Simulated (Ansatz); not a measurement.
Input and command of a plane-wave DFT calculation in Ansatz:

```yaml
crystal:
  lattice:
    - [6.1276785403, 0.0, 0.0]
    - [-3.0638392701, 5.3067252821, 0.0]
    - [0.0, 0.0, 23.2540357214]
  atoms:
    - { symbol: C, position: [0.1666666667, 0.3333333333, 0.3655279497] }
    - { symbol: C, position: [0.1666666667, 0.8333333333, 0.3655279497] }
    - { symbol: C, position: [0.6666666667, 0.3333333333, 0.3655279497] }
    - { symbol: C, position: [0.6666666667, 0.8333333333, 0.3655279497] }
    - { symbol: Ti, position: [0.3333333333, 0.1666666667, 0.4193167698] }
    - { symbol: Ti, position: [0.3333333333, 0.6666666667, 0.4193167698] }
    - { symbol: Ti, position: [0.8333333333, 0.1666666667, 0.4193167698] }
    - { symbol: Ti, position: [0.8333333333, 0.6666666667, 0.4193167698] }
    - { symbol: C, position: [0.5, 0.5, 0.4731055899] }
    - { symbol: C, position: [0.5, 0.0, 0.4731055899] }
    - { symbol: C, position: [0.0, 0.5, 0.4731055899] }
    - { symbol: C, position: [0.0, 0.0, 0.4731055899] }
    - { symbol: Ti, position: [0.6666666667, 0.3333333333, 0.5268944101] }
    - { symbol: Ti, position: [0.6666666667, 0.8333333333, 0.5268944101] }
    - { symbol: Ti, position: [0.1666666667, 0.3333333333, 0.5268944101] }
    - { symbol: Ti, position: [0.1666666667, 0.8333333333, 0.5268944101] }
    - { symbol: C, position: [0.8333333333, 0.6666666667, 0.5806832302] }
    - { symbol: C, position: [0.8333333333, 0.1666666667, 0.5806832302] }
    - { symbol: C, position: [0.3333333333, 0.6666666667, 0.5806832302] }
    - { symbol: C, position: [0.3333333333, 0.1666666667, 0.5806832302] }
    - { symbol: Ti, position: [0.0, 0.5, 0.6344720503] }
    - { symbol: Ti, position: [0.0, 0.0, 0.6344720503] }
    - { symbol: Ti, position: [0.5, 0.5, 0.6344720503] }
    - { symbol: Ti, position: [0.5, 0.0, 0.6344720503] }
basis:
  ecutwfc: 420
kpoints:
  mp_grid: { grid: [6, 6, 1] }
hamiltonian:
  xc: pbe
scf:
  occupations: { method: gaussian, width: 0.1 }
output:
  forces: true
  eigenvalues: true
relax:
  adjacent_minimum: "off"
  f_tol: 0.03
  max_steps: 70
  constraints: [{ sites: [0, 1, 2, 3, 4, 5, 6, 7, 8, 9, 10, 11] }]
efield:
  axis: 3
  dipole_correction: true
  ramp_width: 0.04
```

```bash
ansatz run input.yaml --threads 4 --pin off --max-ram 10240MiB --backend cpu --events-out ev --progress --plain --runs-dir out
```

Processor: Arm Neoverse V2, 4 threads, on a host shared with other jobs.

Q: Estimate time, memory and problem size.

A: About 75 s on 4 threads of Arm Neoverse V2 (shared host), peak memory 2 GiB. It solves 120 bands at 7 k points (the mesh reduced by symmetry) with about 14783 plane waves, in 29 SCF iterations over 5 ionic steps.
